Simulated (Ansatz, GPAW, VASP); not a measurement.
CdS: programs and potentials compared

```
Cd S
1.0
     4.15000    0.00000    0.00000
    -2.07500    3.59401    0.00000
     0.00000    0.00000    6.73700
Cd S
2 2
Direct
  0.66667 0.33333 0.50000
  0.33333 0.66667 0.00000
  0.66667 0.33333 0.87500
  0.33333 0.66667 0.37500
```

Alike in all runs: task single point; functional PBE; k mesh 7 × 7 × 4; occupations gaussian, width 0.015 eV; no spin polarisation; no spin-orbit coupling. Pressure is positive in compression and, in plane waves, holds the error of the finite cutoff, which Ansatz's Pulay term estimates and takes out.

```
                    program and potentials  plane-wave cutoff (eV)                                                                      notes  pressure (GPa)  largest force (eV/Å)
                        Ansatz, Ansatz PAW                     420  13 valence electrons an atom on average; Pulay term of +0.04 GPa included            2.07                 0.068
GPAW, GPAW PAW data sets (gpaw-data 1.2.1)                     600                                     9 valence electrons an atom on average            1.82                 0.067
         VASP, PBE PAW files Cd, S, 520 eV                     520                                     9 valence electrons an atom on average            2.42                 0.069
```

Force on atom 2 (Cd), eV/Å:

| program and potentials | x | y | z |
| --- | --- | --- | --- |
| Ansatz, Ansatz PAW | 0.000 | 0.000 | -0.068 |
| GPAW, GPAW PAW data sets (gpaw-data 1.2.1) | 0.000 | 0.000 | -0.067 |
| VASP, PBE PAW files Cd, S, 520 eV | 0.000 | 0.000 | -0.069 |

The pressure spans 1.82 (GPAW, GPAW PAW data sets (gpaw-data 1.2.1)) to 2.42 GPa (VASP, PBE PAW files Cd, S, 520 eV).

The functional is the same throughout but for its coding, so the spread measures potentials, basis and numerics; runs on potential files found faulty are left out.
